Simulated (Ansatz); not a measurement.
## Equation of state of Ni under PBEsol

The structure is cubic, space group Im-3m (No. 229). The conventional cell has a = 2.767 Å, b = 2.767 Å, c = 2.767 Å, α = 90.00°, β = 90.00°, γ = 90.00°. Ni (site symmetry m-3m) is surrounded by 8 Ni at 2.40 Å.

This isn't the form of Ni at room conditions, which is fcc.

The cell was scaled at fixed shape and fractions and run with Ansatz, all-electron LAPW, scalar-relativistic; PBEsol, k mesh 13 × 13 × 13 on the cell of 1 atom, fermi-dirac occupations of 0.05 eV, collinear spin, ferromagnetic start, no spin-orbit coupling. Energies are those that the program minimises, any entropy of the smearing included. For a metal such a mesh isn't converged to the digits shown. The magnetic state is the one that the start led to, which needn't be the lowest.

| V (Å³/atom) | energy over the lowest row (meV/atom) |
| --- | --- |
| 9.9616 | 18.64 |
| 10.1735 | 5.87 |
| 10.3855 | 0.00 |
| 10.5974 | ? |
| 10.8094 | 6.24 |
| 11.0213 | 17.07 |
| 11.2333 | 32.29 |

Q: Fit the third-order Birch-Murnaghan form, give V0, B0 and B′, and predict the energy left open.

A: With y = (V0/V)^(2/3), E = E0 + (9 V0 B0/16) [(y - 1)³ B′ + (y - 1)² (6 - 4y)]. Least squares through the rows shown give V0 = 10.4778 Å³/atom, E0 = -0.56 meV, B0 = 220.1 GPa (1 eV/Å³ = 160.218 GPa) and B′ = 4.61, with a largest miss of 0.02 meV. At V = 10.5974 the form with these constants gives 0.36 meV; the run gave 0.34 meV an atom.
